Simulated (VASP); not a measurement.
# ZnSe (Stilleite) (F-43m) in VASP: further runs

One crystal, ZnSe (Stilleite), is run at these levels: PBE; tasks: G0W0 quasiparticle levels.

All numbers are computed with VASP 6.6.1; they aren't measurements. Logs are shortened: lines on timing, memory, paths and dates and some standing lists are left out, and cuts for length are marked.

## (1) Starting point

Symmetry: F-43m, No. 216, cubic system. Conventional cell: a = 5.668 Å, b = 5.668 Å, c = 5.668 Å, α = 90.00°, β = 90.00°, γ = 90.00°. Around Se (site symmetry -43m) lie 4 Zn at 2.45 Å. Zn (site symmetry -43m) is surrounded by 4 Se at 2.45 Å.

## (2) G0W0 quasiparticle levels, PBE

File POSCAR:

```
ZnSe
1.0
    0.0000000000      2.8338000000      2.8338000000
    2.8338000000      0.0000000000      2.8338000000
    2.8338000000      2.8338000000      0.0000000000
Se Zn
1 1
Direct
    0.7500000000      0.7500000000      0.7500000000
    0.0000000000      0.0000000000      0.0000000000
```

File INCAR.step1:

```
ALGO = Normal
EDIFF = 1E-8
ENCUT = 450
GGA = PE
ISMEAR = 0
LASPH = T
LCHARG = F
LREAL = F
LWAVE = T
NELM = 100
PREC = Accurate
SIGMA = 0.01
```

File INCAR.step2:

```
ALGO = Exact
EDIFF = 1E-8
ENCUT = 450
GGA = PE
ISMEAR = 0
ISTART = 1
LASPH = T
LCHARG = F
LOPTICS = T
LREAL = F
LWAVE = T
NBANDS = 36
NELM = 1
PREC = Accurate
SIGMA = 0.01
```

File INCAR.step3:

```
ALGO = EVGW0
EDIFF = 1E-8
ENCUT = 450
ENCUTGW = 100
GGA = PE
ISMEAR = 0
ISTART = 1
LASPH = T
LCHARG = F
LREAL = F
LWAVE = F
NBANDS = 36
NBANDSGW = 17
NELMGW = 1
NOMEGA = 48
PREC = Accurate
PRECFOCK = Fast
SIGMA = 0.01
```

File KPOINTS:

```
k-points
0
Gamma
  2 2 2
```

Potentials or basis: VASP PAW PBE potentials, release 64 (Se_GW, Zn_GW).

Command:

```console
cat potpaw_PBE.64/Se_GW/POTCAR potpaw_PBE.64/Zn_GW/POTCAR > POTCAR
cp INCAR.step1 INCAR
mpirun -np 1 vasp_std > vasp.out
cp INCAR.step2 INCAR
mpirun -np 1 vasp_std > vasp.out
cp INCAR.step3 INCAR
mpirun -np 1 vasp_std > vasp.out
```

OUTCAR:

```text
EDIFF = 1E-8
   ENCUT = 450
   ENCUTGW = 100
   GGA = PE
   ISMEAR = 0
   ISTART = 1
   LASPH = T
   LREAL = F
   NELMGW = 1
   PREC = Accurate
   PRECFOCK = Fast

 Found      3 irreducible k-points:

 Following reciprocal coordinates:
            Coordinates               Weight
  0.000000  0.000000  0.000000      1.000000
  0.500000  0.000000  0.000000      4.000000
  0.500000  0.500000  0.000000      3.000000
   k-points           NKPTS =      3   k-points in BZ     NKDIM =      8   number of bands    NBANDS=     36
   number of dos      NEDOS =    301   number of ions     NIONS =      2
   total plane-waves  NPLWV =  21952
   dimension x,y,z NGX =    28 NGY =   28 NGZ =   28
   dimension x,y,z NGXF=    56 NGYF=   56 NGZF=   56
   ions per type =               1   1
   NGX,Y,Z   is equivalent  to a cutoff of  11.62, 11.62, 11.62 a.u.
   NGXF,Y,Z  is equivalent  to a cutoff of  23.23, 23.23, 23.23 a.u.
 SYSTEM =  unknown system
   PREC   = accura    normal or accurate (medium, high low for compatibility)
   ISTART =      1    job   : 0-new  1-cont  2-samecut
   ICHARG =      0    charge: 1-file 2-atom 10-const
   ISPIN  =      1    spin polarized calculation?
   LNONCOLLINEAR =      F non collinear calculations
   LSORBIT =      F    spin-orbit coupling
   LASPH  =      T    aspherical Exc in radial PAW
   ENCUT  =  450.0 eV  33.07 Ry    5.75 a.u.   6.93  6.93  6.93*2*pi/ulx,y,z
   NELM   =     60;   NELMIN=  2; NELMDL=  0     # of ELM steps
   EDIFF  = 0.1E-07   stopping-criterion for ELM
   LREAL  =      F    real-space projection
   EDIFFG = 0.1E-06   stopping-criterion for IOM
   NSW    =      0    number of steps for IOM
   IBRION =     -1    ionic relax: 0-MD 1-quasi-New 2-CG
   NFREE  =      0    steps in history (QN), initial steepest desc. (CG)
   ISIF   =      0    stress and relaxation
   ISYM   =      3    0-nonsym 1-usesym 2-fastsym
   POTIM  = 0.5000    time-step for ionic-motion
   TEBEG  =    0.0;   TEEND  =   0.0 temperature during run
   PSTRESS=    0.0 pullay stress
   NELECT =      18.0000    total number of electrons
   NUPDOWN=      -1.0000    fix difference up-down
   EMIN   =  10.00;   EMAX   =-10.00  energy-range for DOS
   EFERMI =   0.00;   METHOD = LEGACY
   ISMEAR =     0;   SIGMA  =   0.01  broadening in eV -4-tet -1-fermi 0-gaus
   EFERMI_NEDOS =   21; number of points for ismear=-14 and -15
   IALGO  =     38    algorithm
   IMIX   =      4    mixing-type and parameters
     AMIX     =   0.40;   BMIX     =  1.00
     AMIX_MAG =   1.60;   BMIX_MAG =  1.00
  volume/ion in A,a.u.               =      22.76       153.57
  Fermi-wavevector in a.u.,A,eV,Ry     =   1.201673  2.270834 19.647073  1.444019
  Thomas-Fermi vector in A             =   2.337476
   LORBIT       =      0    0 simple, 1 ext, 2 COOP (PROOUT), +10 PAW based schemes
   GGA     = PE    functional components
   LHFCALC =     T    Hartree Fock is set to
   PRECFOCK=fast      Normal, Fast or Accurate (Low or Medium for compatibility)
   ENCUT4O =  -1.0   cutoff for four orbital integrals eV
   NKREDX  =     1    reduce k-point grid by
   NKREDY  =     1    reduce k-point grid by
   NKREDZ  =     1    reduce k-point grid by
   AEXX    =    1.0000 exact exchange contribution
   HFSCREEN=    0.0000 screening length (either q_TF or 0.3 A-1)
   HFSCREENC=   0.0000 screening length for correlation (either q_TF or 0.3 A-1)
   ENCUTFOCK=  -1.0 apply spherical cutoff to Coloumb kernel
   IVDW    =     0    specifies the selected vdW correction
   LEPSILON=     F    determine dielectric tensor
   LRPA    =     F    only Hartree local field effects (RPA)
   LRPAFORCE           =     F    calculate RPA forces
   ENCUTGW             = 100.0    cutoff for response function in eV
   ENCUTGWSOFT         =  80.0    soft cutoff for Coulomb kernel in GW response function in eV
   ENCUTLF             =  -1.0    cutoff for local field effects
   NELMGW              =     1    number of iterations in solving QP/BSE equation
   NELMHF              =     1    number of iterations in the inner HF iteration
   NKREDLFX            =     1    NKREDLFY  =   1   NKREDLFZ  =   1
 non-spin polarized calculation
 Gauss-broadening in eV      SIGMA  =   0.01
  energy-cutoff  :      450.00
  volume of cell :       45.51
 maximum number of plane-waves:       982
 NGX is ok and might be reduce to    28
  NGX = 16; NGY = 16; NGZ = 16
   NGX = 13   NGY = 13   NGZ = 13
 maximum number of plane-waves:       113
 NGX is ok and might be reduce to    14

 QP shifts <psi_nk| G(iteration)W_0 |psi_nk>: iteration 1
 for sc-GW calculations column KS-energies equals QP-energies in previous step
 and V_xc(KS)=  KS-energies - (<T + V_ion + V_H > + <T+V_H+V_ion>^1  + <V_x>^1)

 k-point   1 :       0.0000    0.0000    0.0000
  band No.  KS-energies  QP-energies   sigma(KS)   V_xc(KS)     V^pw_x(r,r')   Z            occupation Imag(sigma)

      1     -10.2252     -10.2846     -12.3761     -12.2836     -19.7576       0.6425       2.0000       1.0904
      2      -3.9393      -5.5270     -22.1643     -19.7822     -31.0928       0.6665       2.0000       0.3487
      3      -3.9393      -5.5270     -22.1643     -19.7822     -31.0928       0.6665       2.0000       0.3487
      4      -3.9393      -5.5270     -22.1643     -19.7822     -31.0928       0.6665       2.0000       0.3487
      5      -3.6067      -5.2931     -23.0155     -20.4944     -32.0435       0.6689       2.0000       0.3183
      6      -3.6067      -5.2931     -23.0155     -20.4944     -32.0435       0.6689       2.0000       0.3183
[... 9 lines left out ...]
     16      14.2490      14.8816      -9.4922     -10.2900      -4.9300       0.7928       0.0000      -0.2768
     17      15.8270      15.8612      -7.3489      -7.3927      -2.1267       0.7808       0.0000      -0.5626

 k-point   2 :       0.5000    0.0000    0.0000
  band No.  KS-energies  QP-energies   sigma(KS)   V_xc(KS)     V^pw_x(r,r')   Z            occupation Imag(sigma)

      1      -9.3966      -9.5703     -13.2299     -12.9694     -20.2843       0.6671       2.0000       0.9421
      2      -3.8582      -5.4805     -22.3416     -19.9324     -31.2788       0.6734       2.0000       0.3452
      3      -3.8582      -5.4805     -22.3416     -19.9324     -31.2788       0.6734       2.0000       0.3452
      4      -3.5877      -5.2842     -23.0752     -20.5516     -32.1354       0.6722       2.0000       0.3212
      5      -3.5877      -5.2842     -23.0752     -20.5516     -32.1354       0.6722       2.0000       0.3212
      6      -3.4321      -5.1067     -22.8967     -20.4117     -31.9015       0.6739       2.0000       0.3381
[... 9 lines left out ...]
     16      15.9004      16.5856      -8.9966      -9.8864      -3.9984       0.7702       0.0000      -0.4138
     17      16.9988      17.8102      -9.0032     -10.0626      -3.7095       0.7659       0.0000      -0.4884

 k-point   3 :       0.5000    0.5000    0.0000
  band No.  KS-energies  QP-energies   sigma(KS)   V_xc(KS)     V^pw_x(r,r')   Z            occupation Imag(sigma)

      1      -9.1135      -9.3303     -13.5521     -13.2309     -20.5058       0.6751       2.0000       0.9184
      2      -3.8940      -5.4060     -21.0025     -18.7663     -29.3452       0.6761       2.0000       0.3271
      3      -3.7024      -5.3611     -22.8226     -20.3486     -31.8745       0.6705       2.0000       0.3410
      4      -3.7024      -5.3611     -22.8226     -20.3486     -31.8745       0.6705       2.0000       0.3410
      5      -3.5601      -5.2620     -23.1255     -20.5981     -32.1811       0.6734       2.0000       0.3128
      6      -3.4050      -5.0527     -22.6246     -20.1800     -31.5230       0.6740       2.0000       0.3381
[... 9 lines left out ...]
     16      17.2772      17.9431      -9.4016     -10.2681      -4.5549       0.7685       0.0000      -0.3825
     17      17.2772      17.9431      -9.4016     -10.2681      -4.5549       0.7685       0.0000      -0.3825
```

Wall time 12 s (1 thread of AMD EPYC 9R45 (Zen 5), shared host); peak memory 0.21 GiB.

These settings aren't checked as converged: the numbers below hold their error.

What came out:

```
Band gap on the k mesh, mean-field level : 1.15 eV, direct
Quasiparticle gap                        : 2.17 eV
Least direct quasiparticle gap           : 2.17 eV
```

Caveat: the k mesh is coarse (spacing up to 0.96 Å⁻¹), so the values aren't converged; bands, screening cutoff and mesh are small and nothing is extrapolated, so the quasiparticle values aren't converged.

## (3) G0W0 quasiparticle levels, PBE

POSCAR is that of step 2.

INCAR.step1 is that of step 2.

INCAR.step2, as its differences from that of step 2:

```diff
@@ -11,3 +11,3 @@
 LWAVE = T
-NBANDS = 36
+NBANDS = 63
 NELM = 1
```

INCAR.step3, as its differences from that of step 2:

```diff
@@ -3,3 +3,3 @@
 ENCUT = 450
-ENCUTGW = 100
+ENCUTGW = 150
 GGA = PE
@@ -11,3 +11,3 @@
 LWAVE = F
-NBANDS = 36
+NBANDS = 63
 NBANDSGW = 17
```

KPOINTS is that of step 2.

Potentials or basis: VASP PAW PBE potentials, release 64 (Se_GW, Zn_GW).

Command:

```console
cat potpaw_PBE.64/Se_GW/POTCAR potpaw_PBE.64/Zn_GW/POTCAR > POTCAR
cp INCAR.step1 INCAR
mpirun -np 1 vasp_std > vasp.out
cp INCAR.step2 INCAR
mpirun -np 1 vasp_std > vasp.out
cp INCAR.step3 INCAR
mpirun -np 1 vasp_std > vasp.out
```

OUTCAR:

```text
EDIFF = 1E-8
   ENCUT = 450
   ENCUTGW = 150
   GGA = PE
   ISMEAR = 0
   ISTART = 1
   LASPH = T
   LREAL = F
   NELMGW = 1
   PREC = Accurate
   PRECFOCK = Fast

 Found      3 irreducible k-points:

 Following reciprocal coordinates:
            Coordinates               Weight
  0.000000  0.000000  0.000000      1.000000
  0.500000  0.000000  0.000000      4.000000
  0.500000  0.500000  0.000000      3.000000
   k-points           NKPTS =      3   k-points in BZ     NKDIM =      8   number of bands    NBANDS=     63
   number of dos      NEDOS =    301   number of ions     NIONS =      2
   total plane-waves  NPLWV =  21952
   dimension x,y,z NGX =    28 NGY =   28 NGZ =   28
   dimension x,y,z NGXF=    56 NGYF=   56 NGZF=   56
   ions per type =               1   1
   NGX,Y,Z   is equivalent  to a cutoff of  11.62, 11.62, 11.62 a.u.
   NGXF,Y,Z  is equivalent  to a cutoff of  23.23, 23.23, 23.23 a.u.
 SYSTEM =  unknown system
   PREC   = accura    normal or accurate (medium, high low for compatibility)
   ISTART =      1    job   : 0-new  1-cont  2-samecut
   ICHARG =      0    charge: 1-file 2-atom 10-const
   ISPIN  =      1    spin polarized calculation?
   LNONCOLLINEAR =      F non collinear calculations
   LSORBIT =      F    spin-orbit coupling
   LASPH  =      T    aspherical Exc in radial PAW
   ENCUT  =  450.0 eV  33.07 Ry    5.75 a.u.   6.93  6.93  6.93*2*pi/ulx,y,z
   NELM   =     60;   NELMIN=  2; NELMDL=  0     # of ELM steps
   EDIFF  = 0.1E-07   stopping-criterion for ELM
   LREAL  =      F    real-space projection
   EDIFFG = 0.1E-06   stopping-criterion for IOM
   NSW    =      0    number of steps for IOM
   IBRION =     -1    ionic relax: 0-MD 1-quasi-New 2-CG
   NFREE  =      0    steps in history (QN), initial steepest desc. (CG)
   ISIF   =      0    stress and relaxation
   ISYM   =      3    0-nonsym 1-usesym 2-fastsym
   POTIM  = 0.5000    time-step for ionic-motion
   TEBEG  =    0.0;   TEEND  =   0.0 temperature during run
   PSTRESS=    0.0 pullay stress
   NELECT =      18.0000    total number of electrons
   NUPDOWN=      -1.0000    fix difference up-down
   EMIN   =  10.00;   EMAX   =-10.00  energy-range for DOS
   EFERMI =   0.00;   METHOD = LEGACY
   ISMEAR =     0;   SIGMA  =   0.01  broadening in eV -4-tet -1-fermi 0-gaus
   EFERMI_NEDOS =   21; number of points for ismear=-14 and -15
   IALGO  =     38    algorithm
   IMIX   =      4    mixing-type and parameters
     AMIX     =   0.40;   BMIX     =  1.00
     AMIX_MAG =   1.60;   BMIX_MAG =  1.00
  volume/ion in A,a.u.               =      22.76       153.57
  Fermi-wavevector in a.u.,A,eV,Ry     =   1.201673  2.270834 19.647073  1.444019
  Thomas-Fermi vector in A             =   2.337476
   LORBIT       =      0    0 simple, 1 ext, 2 COOP (PROOUT), +10 PAW based schemes
   GGA     = PE    functional components
   LHFCALC =     T    Hartree Fock is set to
   PRECFOCK=fast      Normal, Fast or Accurate (Low or Medium for compatibility)
   ENCUT4O =  -1.0   cutoff for four orbital integrals eV
   NKREDX  =     1    reduce k-point grid by
   NKREDY  =     1    reduce k-point grid by
   NKREDZ  =     1    reduce k-point grid by
   AEXX    =    1.0000 exact exchange contribution
   HFSCREEN=    0.0000 screening length (either q_TF or 0.3 A-1)
   HFSCREENC=   0.0000 screening length for correlation (either q_TF or 0.3 A-1)
   ENCUTFOCK=  -1.0 apply spherical cutoff to Coloumb kernel
   IVDW    =     0    specifies the selected vdW correction
   LEPSILON=     F    determine dielectric tensor
   LRPA    =     F    only Hartree local field effects (RPA)
   LRPAFORCE           =     F    calculate RPA forces
   ENCUTGW             = 150.0    cutoff for response function in eV
   ENCUTGWSOFT         = 120.0    soft cutoff for Coulomb kernel in GW response function in eV
   ENCUTLF             =  -1.0    cutoff for local field effects
   NELMGW              =     1    number of iterations in solving QP/BSE equation
   NELMHF              =     1    number of iterations in the inner HF iteration
   NKREDLFX            =     1    NKREDLFY  =   1   NKREDLFZ  =   1
 non-spin polarized calculation
 Gauss-broadening in eV      SIGMA  =   0.01
  energy-cutoff  :      450.00
  volume of cell :       45.51
 maximum number of plane-waves:       982
 NGX is ok and might be reduce to    28
  NGX = 16; NGY = 16; NGZ = 16
   NGX = 13   NGY = 13   NGZ = 13
 maximum number of plane-waves:       190

 QP shifts <psi_nk| G(iteration)W_0 |psi_nk>: iteration 1
 for sc-GW calculations column KS-energies equals QP-energies in previous step
 and V_xc(KS)=  KS-energies - (<T + V_ion + V_H > + <T+V_H+V_ion>^1  + <V_x>^1)

 k-point   1 :       0.0000    0.0000    0.0000
  band No.  KS-energies  QP-energies   sigma(KS)   V_xc(KS)     V^pw_x(r,r')   Z            occupation Imag(sigma)

      1     -10.2252     -10.5010     -12.7151     -12.2836     -19.7576       0.6391       2.0000       1.0558
      2      -3.9393      -5.2864     -21.7850     -19.7822     -31.0928       0.6726       2.0000       0.3599
      3      -3.9393      -5.2864     -21.7850     -19.7822     -31.0928       0.6726       2.0000       0.3599
      4      -3.9393      -5.2864     -21.7850     -19.7822     -31.0928       0.6726       2.0000       0.3599
      5      -3.6067      -5.0148     -22.5752     -20.4944     -32.0435       0.6767       2.0000       0.3324
      6      -3.6067      -5.0148     -22.5752     -20.4944     -32.0435       0.6767       2.0000       0.3324
[... 9 lines left out ...]
     16      14.2490      14.5768      -9.8745     -10.2900      -4.9300       0.7891       0.0000      -0.2600
     17      15.8270      15.6360      -7.6357      -7.3927      -2.1267       0.7860       0.0000      -0.5537

 k-point   2 :       0.5000    0.0000    0.0000
  band No.  KS-energies  QP-energies   sigma(KS)   V_xc(KS)     V^pw_x(r,r')   Z            occupation Imag(sigma)

      1      -9.3966      -9.8043     -13.5769     -12.9694     -20.2843       0.6712       2.0000       0.9094
      2      -3.8582      -5.2266     -21.9492     -19.9324     -31.2788       0.6785       2.0000       0.3567
      3      -3.8582      -5.2266     -21.9492     -19.9324     -31.2788       0.6785       2.0000       0.3567
      4      -3.5877      -5.0026     -22.6309     -20.5516     -32.1354       0.6805       2.0000       0.3334
      5      -3.5877      -5.0026     -22.6309     -20.5516     -32.1354       0.6805       2.0000       0.3334
      6      -3.4321      -4.8243     -22.4626     -20.4117     -31.9015       0.6789       2.0000       0.3567
[... 9 lines left out ...]
     16      15.9004      16.2487      -9.4319      -9.8864      -3.9984       0.7663       0.0000      -0.4050
     17      16.9988      17.4757      -9.4322     -10.0626      -3.7095       0.7566       0.0000      -0.4788

 k-point   3 :       0.5000    0.5000    0.0000
  band No.  KS-energies  QP-energies   sigma(KS)   V_xc(KS)     V^pw_x(r,r')   Z            occupation Imag(sigma)

      1      -9.1135      -9.5653     -13.8956     -13.2309     -20.5058       0.6797       2.0000       0.8899
      2      -3.8940      -5.2023     -20.6837     -18.7663     -29.3452       0.6823       2.0000       0.3340
      3      -3.7024      -5.0900     -22.4011     -20.3486     -31.8745       0.6761       2.0000       0.3550
      4      -3.7024      -5.0900     -22.4011     -20.3486     -31.8745       0.6761       2.0000       0.3550
      5      -3.5601      -4.9760     -22.6778     -20.5981     -32.1811       0.6808       2.0000       0.3265
      6      -3.4050      -4.7778     -22.2012     -20.1800     -31.5230       0.6792       2.0000       0.3540
[... 9 lines left out ...]
     16      17.2772      17.6107      -9.8338     -10.2681      -4.5549       0.7680       0.0000      -0.3807
     17      17.2772      17.6107      -9.8338     -10.2681      -4.5549       0.7680       0.0000      -0.3807
```

Wall time 14 s (1 thread of AMD EPYC 9R45 (Zen 5), shared host); peak memory 0.21 GiB.

These settings aren't checked as converged: the numbers below hold their error.

Results:

| Quantity | Value |
| --- | --- |
| Band gap on the k mesh, mean-field level | 1.15 eV, direct |
| Quasiparticle gap | 2.16 eV |
| Least direct quasiparticle gap | 2.16 eV |

Caveat: the k mesh is coarse (spacing up to 0.96 Å⁻¹), so the values aren't converged; bands, screening cutoff and mesh are small and nothing is extrapolated, so the quasiparticle values aren't converged.
